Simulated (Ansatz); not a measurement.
TePb in Ansatz: the effect of functional

The system is TePb.

```
CELL_PARAMETERS angstrom
0.00000 3.23100 3.23100
3.23100 0.00000 3.23100
3.23100 3.23100 0.00000
ATOMIC_POSITIONS crystal
Pb 0.00000 0.00000 0.00000
Te 0.50000 0.50000 0.50000
```

Alike in all runs:

* Program: Ansatz 0.2.0
* Task: single point
* Potentials or basis: all-electron PAW datasets made for the crystal
* k mesh: 6 × 6 × 6
* Occupations: fermi-dirac, width 0.05 eV
* Spin: no spin polarisation

| functional | cutoff | gap on the mesh (eV) | pressure (GPa) |
| --- | --- | --- | --- |
| PBE | 240 eV (chosen from the basis error) | 0.73 | 2.2 |
| HSE06 | 290 eV (chosen from the basis error) | ? | ? |
| PBE0 | 290 eV (chosen from the basis error) | 1.65 | 1.2 |

Question: What does the run with functional HSE06 give?

Answer: gap on the mesh 1.11 eV; pressure 1.2 GPa.

Caveats: spin-orbit coupling is left out, which as a rule narrows the gap of such compounds by several tenths of an eV.

A k mesh can miss the band edges.

The runs don't all hold the same shells in valence.
